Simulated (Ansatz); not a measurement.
# HfB: enthalpy under pressure, worked through

Method: DFT PBEsol, scalar-relativistic, plane waves, PAW (Ansatz 0.2.0). Run with 420 eV cutoff, 16×16×16 k-mesh, Gaussian smearing of 0.10 eV, no spin polarisation.

Starting point, cell and atoms relaxed:

```yaml
crystal:
  lattice:
    - [0.00000, 2.39395, 2.39395]
    - [2.39395, 0.00000, 2.39395]
    - [2.39395, 2.39395, 0.00000]
  atoms:
    - { symbol: Hf, position: [0.50000, 0.50000, 0.50000] }
    - { symbol: B, position: [0.00000, 0.00000, 0.00000] }
```

Cell and atoms were relaxed at each target pressure within the start's symmetry (Fm-3m), at zero temperature; other phases can be more stable under pressure. H = E + PV with P the target; E is the free energy at the smearing used, whose derivative the pressure is, per atom and counted from zero pressure.

Spin–orbit coupling is left out, which can shift energies with elements as heavy as these.

```tsv
P (GPa)	V (Å³/atom)	E − E0 (meV)	H − H0 (meV)
0	13.720	0.0	0.0
3	13.497	2.0	254.7
8	13.163	13.4	670.6
15	12.754	42.5	1236.5
30	12.039	141.5	2395.7
60	11.003	426.0	4546.7
```

Q: Thermodynamics gives dH/dP = V along a relaxed path. Integrate V over P by the trapezoid rule and compare with the computed enthalpies.

A: With 1 eV/Å³ = 160.22 GPa, each step adds the mean volume times ΔP / 160.22:
```csv
P (GPa),∫V dP (meV),H − H0 (meV),difference (meV)
3,254.8,254.7,0.1
8,670.8,670.6,0.2
15,1237.0,1236.5,0.4
30,2397.5,2395.7,1.9
60,4554.8,4546.7,8.1
```

V(P) curves upward, so the trapezoid rule runs high; integrating a smooth curve through the same points (P as a polynomial of degree 4 in ln V) puts that excess at about 8.0 meV at 60 GPa, against the 8.1 meV found.

Q: At 60 GPa, how much of the enthalpy change is stored energy and how much is the PV term?

A: E rises by 426 meV/atom and PV is 60 × 11.003 / 160.22 = 4121 meV/atom, so PV makes 91 % of ΔH. So between rival structures at high pressure a small difference in volume can outweigh the difference in energy: 1 % of this volume is worth 41.2 meV/atom at this pressure.

Q: What bulk modulus do the lowest pressures give?

A: From the pressures that the runs reached, -3.03 GPa (13.957 Å³) and 2.97 GPa (13.497 Å³), B = −ΔP/Δln V = 6.00 / 0.0335 = 179 GPa, a mean over that range.